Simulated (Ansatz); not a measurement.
Crystal: TiSe.

```
Ti Se
1.0
     3.40340    0.00000    0.00000
     0.00000    3.40340    0.00000
     0.00000    0.00000    3.40340
Ti Se
1 1
Cartesian
  0.0000 0.0000 0.0000
  1.7017 1.7017 1.7017
```

The cell comes from a database or a generator and needn't be the stable form of this composition.

- Program: Ansatz 0.2.0
- Task: relaxation of cell and atoms
- Functional: HSEsol
- Potentials or basis: Ansatz PAW
- Cutoff: 420 eV (not typed: the program's choice for these potentials)
- k mesh: 4 × 4 × 4
- Occupations: fermi-dirac, width 0.05 eV
- Spin: no spin polarisation

At the start: volume 19.71 Å³/atom.

How do energy, volume and symmetry change on relaxing?

It ends after 6 steps and the volume is 15.69 Å³/atom (-20.4 %); space group Pm-3m (No. 221, to 0.05 Å).

The path:
```tsv
step	energy change (eV)	largest force (eV/Å)	volume (Å³)
1	0.0000	0.0000	39.42
2	-0.5074	0.0000	33.93
3	-0.5635	0.0000	30.12
4	-0.5843	0.0000	31.48
5	-0.5845	0.0000	31.37
6	-0.5826	0.0000	31.37
```

Final structure:
```cif
data_structure
_symmetry_space_group_name_H-M 'P 1'
_symmetry_Int_Tables_number 1
_cell_length_a 3.1539
_cell_length_b 3.1539
_cell_length_c 3.1539
_cell_angle_alpha 90.000
_cell_angle_beta 90.000
_cell_angle_gamma 90.000
_cell_volume 31.37
loop_
_atom_site_label
_atom_site_type_symbol
_atom_site_fract_x
_atom_site_fract_y
_atom_site_fract_z
_atom_site_occupancy
Ti1 Ti 0.00000 0.00000 0.00000 1
Se1 Se 0.50000 0.50000 0.50000 1
```

Caveat: the k mesh is coarse (spacing up to 0.46 Å⁻¹), so the values aren't converged, least of all with exact exchange; the volume moved by over 15 % at a fixed basis, so the end points are rough; the plane-wave basis is chosen anew once the cell has moved, so the energies of steps on either side of that aren't comparable; the PAW data sets come from PBE, with cores solved anew for the run's functional, which leaves a small shift of forces and pressure.
